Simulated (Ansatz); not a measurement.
## Mg: the change of pressure and energy less free atoms with volume per atom

All results are calculated (Ansatz 0.2.0). Periodic Kohn-Sham DFT of a crystal at fixed atoms; pressure and stress are positive in compression; the energy is the free energy less that of spherical unpolarised free atoms; site moments are those in the method's own spheres, positive along +z.

Cell of the first row (space group I4/mmm, No. 139):
```
Mg
1.0
     -1.8049     1.8049     1.6509
      1.8049    -1.8049     1.6509
      1.8049     1.8049    -1.6509
Mg
1
Direct
  0.00000 0.00000 0.00000
```

Settings of every row: method all-electron LAPW; functional PBEsol; relativity scalar; k mesh 15x15x15; filling fermi-dirac; smearing width 0.05 eV; basis error target 1 meV/atom; nucleus gaussian.

Atom start moment: 0 on all atoms.

Limits: the cell comes from a prototype or a list of computed structures and needn't be the stable phase.

| row | volume per atom (Å³) | pressure (GPa) | energy less free atoms (eV/atom) |
| --- | --- | --- | --- |
| 1 | 21.512 | 1.856 | -1.6788 |
| 2 | 22.078 | ? | ? |
| 3 | 22.644 | -0.172 | -1.6845 |
| 4 | 23.21 | -1.01 | -1.6823 |
| 5 | 23.776 | -1.75 | -1.6774 |

Question: what pressure and energy less free atoms should row 2 give?

Worked fit of pressure. Take u = (V_r/V)^(2/3) − 1 with V_r = 22.927 Å³ an atom, which is twice the finite (Eulerian) strain; such expansions in the strain, on which the Birch-Murnaghan equation of state is built, carry the rest volume and the bulk modulus. The shown rows have u = 0.04338, 0.00831, -0.00815, -0.02395. Least squares give pressure = −0.6041 + 50.987 × u + 131.9 × u² GPa; a straight line predicts inner rows, each left out in turn, worse (root mean square 0.091 against 0.0019 GPa). The rows lie off it by 0.000, -0.001, 0.001, 0.000. The pressure vanishes at u = 0.0115, or V = 22.54 Å³ an atom, and there the bulk modulus at fixed shape and fractions is B = −V dP/dV = (2/3)(1 + u) dP/du = 36.4 GPa. Letting shape and atoms relax would as a rule lower it, by much in layered, chain or molecular crystals. The withheld row has u = 0.02547, so the fit gives −0.6041 + 50.987 × (0.02547) + 131.9 × (0.02547)² = 0.780 GPa.

The calculation gave 0.779 GPa. The fit lies 0.001 GPa (0.028 % of the column's range) above it, one unit of the last digit.

Worked fit of energy less free atoms. Take u = (V_r/V)^(2/3) − 1 with V_r = 22.927 Å³ an atom, which is twice the finite (Eulerian) strain; such expansions in the strain, on which the Birch-Murnaghan equation of state is built, carry the rest volume and the bulk modulus. The shown rows have u = 0.04338, 0.00831, -0.00815, -0.02395. Least squares give energy less free atoms = −1.68378 − 0.1311 × u + 5.666 × u² eV/atom; a straight line predicts inner rows, each left out in turn, worse (root mean square 0.0039 against 6.7e-05 eV/atom). All shown rows lie on it to the printed digit. Its lowest point lies at u = 0.0116, or V = 22.53 Å³ an atom, and the curvature there gives the bulk modulus at fixed shape and fractions, B = (4/9)(1 + u)² E″(u)/V = 36.6 GPa. Letting shape and atoms relax would as a rule lower it, by much in layered, chain or molecular crystals. The withheld row has u = 0.02547, so the fit gives −1.68378 − 0.1311 × (0.02547) + 5.666 × (0.02547)² = -1.6834 eV/atom.

The calculation gave -1.6834 eV/atom. The fit meets it to the printed digit.
